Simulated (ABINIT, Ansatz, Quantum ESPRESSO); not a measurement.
CuO: programs and potentials compared

```
Cu O
1.0
     3.17953    0.00000    0.00000
    -1.58977    2.75356    0.00000
     0.00000    0.00000    4.43149
Cu O
2 2
Direct
  0.01436 0.01355 0.00438
  0.97942 0.99493 0.49380
  0.33283 0.66080 0.25024
  0.65334 0.31795 0.74586
```

The cell comes from a database or a generator and needn't be the stable form of this composition.

Atoms were shifted at random by some hundredths of an Å from the given cell, which wasn't relaxed again for these runs.

Alike in all runs: task single point; functional PBE; k mesh 10 × 10 × 6; occupations fermi-dirac, width 0.05 eV; no spin polarisation; no spin-orbit coupling. A missing gap at this level doesn't show that the real crystal is a metal. Pressure is positive in compression and, in plane waves, holds the error of the finite cutoff, which Ansatz's Pulay term estimates and takes out.

```tsv
program and potentials	plane-wave cutoff (eV)	notes	band gap (eV)	pressure (GPa)	largest force (eV/Å)	energy over the undisturbed cell (meV/atom)
ABINIT, JTH PAW PBE v2.0	707	12.5 valence electrons an atom on average	no gap	6.50	1.074	7.57
Ansatz, all-electron LAPW, scalar-relativistic	-	-	no gap	6.70	1.064	-
Quantum ESPRESSO, SSSP 1.3 efficiency PBE	748	8.5 valence electrons an atom on average	no gap	6.42	1.080	7.62
Ansatz, Ansatz PAW (earlier soft set)	420	12.5 valence electrons an atom on average; Pulay term of +0.47 GPa included	no gap	6.64	1.066	7.56
```

Force on atom 1 (Cu), eV/Å:

```tsv
program and potentials	x	y	z
ABINIT, JTH PAW PBE v2.0	0.112	-0.120	-1.062
Ansatz, all-electron LAPW, scalar-relativistic	0.114	-0.117	-1.051
Quantum ESPRESSO, SSSP 1.3 efficiency PBE	0.113	-0.119	-1.067
Ansatz, Ansatz PAW (earlier soft set)	0.112	-0.119	-1.053
```

None finds a gap. The pressure spans 6.42 (Quantum ESPRESSO, SSSP 1.3 efficiency PBE) to 6.70 GPa (Ansatz, all-electron LAPW, scalar-relativistic), with all-electron results at 6.70.

The functional is the same throughout but for its coding, so the spread measures potentials, basis and numerics; runs on potential files found faulty are left out.
